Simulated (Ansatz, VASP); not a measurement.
Ni: VASP beside Ansatz

File INCAR:

```
  ALGO = Fast
  EDIFF = 1E-6
  ENCUT = 520
  GGA = PS
  ISIF = 2
  ISMEAR = -1
  ISPIN = 2
  LASPH = True
  LCHARG = False
  LMAXMIX = 4
  LORBIT = 11
  LREAL = False
  LWAVE = False
  MAGMOM = 1 1
  NBANDS = 21
  NELM = 150
  PREC = Accurate
  SIGMA = 0.05
```

KPOINTS

```
k-points
0
Gamma
  12 12 7
```

POSCAR

```
Ni
1.0
    2.4960355362      0.0000000000      0.0000000000
   -1.2480177681      2.1616301831      0.0000000000
    0.0000000000      0.0000000000      4.1526868216
Ni
2
Direct
    0.6666666667      0.3333333333      0.7500000000
    0.3333333333      0.6666666667      0.2500000000
```

File input.yaml:

```yaml
crystal:
  lattice:
    - [2.4960355362, 0.0, 0.0]
    - [-1.2480177681, 2.1616301831, 0.0]
    - [0.0, 0.0, 4.1526868216]
  atoms:
    - { symbol: Ni, position: [0.6666666667, 0.3333333333, 0.75], spin: 1.0 }
    - { symbol: Ni, position: [0.3333333333, 0.6666666667, 0.25], spin: 1.0 }
hamiltonian:
  xc: pbesol
  pseudopotentials: { kind: paw }
magnetization:
  spin_polarized: true
kpoints:
  mp_grid: { grid: [12, 12, 7] }
scf:
  occupations: { method: fermi_dirac, width: 0.05 }
output:
  forces: true
  stress: true
  eigenvalues: true
```

This isn't the form of Ni at room conditions, which is fcc.

Alike in both runs: task single point; functional PBEsol; k mesh 12 × 12 × 7; occupations fermi-dirac, width 0.05 eV; collinear spin.

```csv
,VASP,Ansatz
version,VASP 6.6.1,Ansatz 0.2.0
potentials or method,"VASP PAW PBE potentials, release 64 (Ni)",Ansatz PAW
plane-wave cutoff (eV),520,420
valence electrons in the cell,20,36
```

Ansatz gave:

```
gap on the k mesh at the Fermi level (eV)                     : none
pressure (GPa)                                                : -13.7
largest component of the traceless stress (GPa)               : 2.19
net moment per atom (μB)                                      : 0.68
size of the moment on the site where the two differ most (μB) : 0.71
```

Question: Estimate VASP's values.

Answer: gap on the k mesh at the Fermi level (eV): none; pressure (GPa): -13.5; largest component of the traceless stress (GPa): 2.17; net moment per atom (μB): 0.66; size of the moment on the site where the two differ most (μB): 0.67.

Site moments also hang on the region over which each program counts them. A gap of «none» marks a metal or a gap that the smearing closes. The two sets of potentials don't hold the same shells in valence.

Caveats: the PAW data sets were made with another functional, which shifts forces and pressure a little (VASP); the PAW data sets come from PBE, with cores solved anew for the run's functional, which leaves a small shift of forces and pressure (Ansatz).
